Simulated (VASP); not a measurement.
A run of VASP 6.6.1 is set up as follows.

The input INCAR:

```
PREC = Accurate ; ENCUT = 600
EDIFF = 1E-6 ; ISMEAR = 0
SIGMA = 0.05 ; LREAL = F
LASPH = T ; NELM = 60
ALGO = Normal ; ISIF = 3
LWAVE = F ; LCHARG = F
GGA = PE ; IBRION = 2
NSW = 60 ; EDIFFG = -0.01
```

KPOINTS

```
Automatic mesh
0
Gamma
  8 8 8
```

Contents of POSCAR:

```
WS
1.0
    3.4448484800      0.0000000000      0.0000000000
    0.0000000000      3.4448484800      0.0000000000
    0.0000000000      0.0000000000      3.4448484800
W S
1 1
Direct
    0.5000000000      0.5000000000      0.5000000000
    0.0000000000      0.0000000000      0.0000000000
```

Potentials or basis: VASP PAW PBE potentials, release 64 (W_sv, S).

The run is started by

```console
$ cat potpaw_PBE.64/W_sv/POTCAR potpaw_PBE.64/S/POTCAR > POTCAR
$ mpirun -np 1 vasp_std > vasp.out
```

Problem. Estimate the relaxed cell.

Solution. a = 3.010 Å, b = 3.010 Å, c = 3.010 Å, α = 90.00°, β = 90.00°, γ = 90.00°.

Problem. Predict the space group after relaxing (to 0.05 Å).

Solution. Pm-3m (No. 221).

Problem. What does it give for the relaxed volume?

Solution. 13.64 Å³/atom.

Problem. Predict the band gap on the k mesh.

Solution. None (metal or under the smearing width).

The path:
```tsv
step	energy change (eV)	largest force (eV/Å)	pressure (GPa)	volume (Å³)
1	0.0000	0.0000	-35.57	40.88
2	0.8671	0.0000	177.43	19.48
3	-2.2768	0.0000	-6.75	28.11
4	-2.2919	0.0000	-2.79	27.61
5	-2.2948	0.0000	0.07	27.28
```

Caveat: the volume moved by over 15 % at a fixed basis, so the end points are rough. Spin-orbit coupling is left out, which matters for the levels of W.
